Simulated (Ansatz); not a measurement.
**Point defect: H interstitial in WS2**

Theory: DFT PBE, scalar-relativistic, plane waves, PAW (Ansatz 0.2.0). Settings: 420 eV cutoff, 3×3×3 k-mesh, Gaussian smearing of 0.01 eV, collinear spin.

Host crystal, relaxed:

```
W S
1.0
     1.59387    0.92022    7.47445
    -1.59387    0.92022    7.47445
     0.00000   -1.84045    7.47445
W S
1 2
Direct
  0.00068 0.00068 0.00068
  0.40407 0.40407 0.40407
  0.26395 0.26395 0.26395
```

Supercell of 12 atoms, rows in host cell vectors: 0 -2 2; 2 -2 0; 1 -1 1. Atoms relax at the host's cell, keeping the symmetry that the supercell leaves at the site. The cell is small, so energies carry finite-size errors of tenths of an eV. The host's Kohn–Sham gap is 1.64 eV. Atoms are taken from and returned to the elements' standard states.

Spin-orbit coupling is left out, which matters for the bands and energies of heavy elements.

Defect: H interstitial at (0.812, 0.844, 0.844) of the host cell.

Question: What is the formation energy of the neutral defect?

Answer: 2.05 eV.

Question: Does the neutral defect carry a moment, and how do its surroundings relax?

Answer: It changes the cell's moment by 0.33 μB (a fraction, from partly filled bands). The nearest neighbours before are 2 S at 2.81 Å, 1 S at 2.82 Å, 3 S at 2.87 Å; after relaxation the atoms near the site are 2 S at 1.75 Å, 1 S at 2.58 Å, 1 W at 2.82 Å, 1 S at 3.26 Å, 2 W at 3.29 Å; the largest move is 1.33 Å.